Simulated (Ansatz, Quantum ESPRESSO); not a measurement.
# Nb: the pressure in 2 programs

The cell as given:

```
CELL_PARAMETERS angstrom
-1.66395 1.66395 1.66395
1.66395 -1.66395 1.66395
1.66395 1.66395 -1.66395
ATOMIC_POSITIONS crystal
Nb 0.00000 0.00000 0.00000
```

Kept alike: task relaxation of cell and atoms; functional PBEsol; k mesh 11 × 11 × 11; occupations fermi-dirac, width 0.05 eV; no spin polarisation. The mesh is that of the run's cell of 1 atom. No spin-orbit coupling.

- A: Ansatz, Ansatz PAW, made for PBE, cutoff 420 eV
- B: Quantum ESPRESSO, SSSP 1.3 efficiency PBE, made for PBE, cutoff 857 eV

```csv
pressure (GPa),A: volume (Å³/atom),B: volume (Å³/atom)
0,17.587,17.602
2,17.403,17.412
5,17.126,17.141
10,16.711,16.724
20,?,15.996
```

Values on potentials made for another functional: all of A; all of B. Values hold for each row's relaxed cell, which stops near the pressure aimed at. Ansatz's stress holds its Pulay term. The runs follow the start's structure, whether or not it is the stable one at these pressures. For a metal such a mesh leaves the last digits unconverged.

Task: Estimate the value left open.

Result: In the median of the other rows A lies -0.014 Å³/atom from the other column, which points to 15.982; the run gave 15.974 Å³/atom, -0.008 from it.
